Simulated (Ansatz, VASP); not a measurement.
**Si in VASP and in Ansatz**

Contents of INCAR:

```
SYSTEM = Si
PREC = Accurate ; ENCUT = 520
EDIFF = 1E-7 ; ISMEAR = -1
SIGMA = 0.05 ; LREAL = .False.
LASPH = .True. ; NELM = 80
ALGO = Normal ; ISIF = 2
LWAVE = .False. ; LCHARG = .False.
GGA = PS ; NBANDS = 11
```

Contents of KPOINTS:

```
regular mesh
0
Gamma
  8 8 8
  0 0 0
```

File POSCAR:

```
Si
1.0
    0.0000000000      2.7398772164      2.7398772164
    2.7398772164      0.0000000000      2.7398772164
    2.7398772164      2.7398772164      0.0000000000
Si
2
Direct
    0.5000000000      0.5000000000      0.5000000000
    0.7500000000      0.7500000000      0.7500000000
```

File input.yaml:

```yaml
crystal:
  lattice:
    - [0.0, 2.7398772164, 2.7398772164]
    - [2.7398772164, 0.0, 2.7398772164]
    - [2.7398772164, 2.7398772164, 0.0]
  atoms:
    - { symbol: Si, position: [0.5, 0.5, 0.5] }
    - { symbol: Si, position: [0.75, 0.75, 0.75] }
kpoints:
  mp_grid: { grid: [8, 8, 8] }
scf:
  occupations: { method: fermi_dirac, width: 0.05 }
hamiltonian:
  xc: pbesol
  pseudopotentials: { kind: all_electron, lapw: { basis_error: 0.0005 } }
output:
  forces: true
  stress: true
  eigenvalues: true
```

Change from the starting cell: volume scaled by 1.02.

Alike in both runs: task single point; functional PBEsol; k mesh 8 × 8 × 8; occupations fermi-dirac, width 0.05 eV; no spin polarisation.

|  | VASP | Ansatz |
| --- | --- | --- |
| version | VASP 6.6.1 | Ansatz 0.2.0 |
| potentials or method | VASP PAW PBE potentials, release 64 (Si) | all-electron LAPW, scalar-relativistic |
| plane-wave cutoff (eV) | 520 | see its input |

VASP gave:

```
gap on the k mesh at the Fermi level (eV) : 0.55
least direct gap on the mesh (eV)         : 2.51
pressure (GPa)                            : -2.2
```

What did Ansatz give for the same quantities?

gap on the k mesh at the Fermi level (eV): 0.55; least direct gap on the mesh (eV): 2.51; pressure (GPa): -2.3.

Ansatz ran all-electron here, so the differences hold the error of VASP's frozen core and of both bases.

Caveats: the PAW data sets were made with another functional, which shifts forces and pressure a little (VASP). A k mesh can miss the band edges.
